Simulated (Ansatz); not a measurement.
Runs of Ansatz 0.2.0 on ScAl. The structure is cubic, space group Pm-3m (No. 221). The conventional cell has a = 3.370 Å, b = 3.370 Å, c = 3.370 Å, α = 90.00°, β = 90.00°, γ = 90.00°. Around Sc (site symmetry m-3m) lie 8 Al at 2.92 Å. Al (site symmetry m-3m) has 8 Sc at 2.92 Å as nearest neighbours. The cell comes from a database or a generator and needn't be the stable form of this composition.

```csv
task,level,cell,k mesh,cutoff (eV),smearing,mesh quality,gap on the mesh (eV),pressure (GPa),relaxed volume (Å³/atom)
single point,PBEsol,as given,8 × 8 × 8,420,gaussian 0.02 eV,not flagged,none,-1.9,-
relaxation of cell and atoms,LDA,relaxed,8 × 8 × 8,420,fermi-dirac 0.05 eV,not flagged,none,0.0,18.10
relaxation of cell and atoms,PBEsol,relaxed,8 × 8 × 8,420,fermi-dirac 0.05 eV,not flagged,none,0.0,(b)
single point,HSE06,as given,4 × 4 × 4,420,methfessel-paxton 0.1 eV,coarse,none,-,-
relaxation of cell and atoms,r2SCAN,relaxed,8 × 8 × 8,500,fermi-dirac 0.05 eV,not flagged,none,0.0,19.14
relaxation of cell and atoms,BLYP,relaxed,8 × 8 × 8,420,fermi-dirac 0.05 eV,not flagged,none,0.0,(a)
```

Alike in all rows: potentials or basis Ansatz PAW; no spin polarisation.

Problem. Fill in the values left out.

Solution. (a) 19.87; (b) 18.71.

Caveats: some runs use coarse meshes; the PAW data sets come from PBE, with cores solved anew for the run's functional, which leaves a small shift of forces and pressure; the plane-wave basis is chosen anew once the cell has moved, so the energies of steps on either side of that aren't comparable (some runs); the potentials were made for another functional, which shifts forces and pressure (some runs).

A k mesh can miss the band edges.

A gap of «none» marks a metal or a gap under the smearing width.

Not every run made on this cell is shown here.
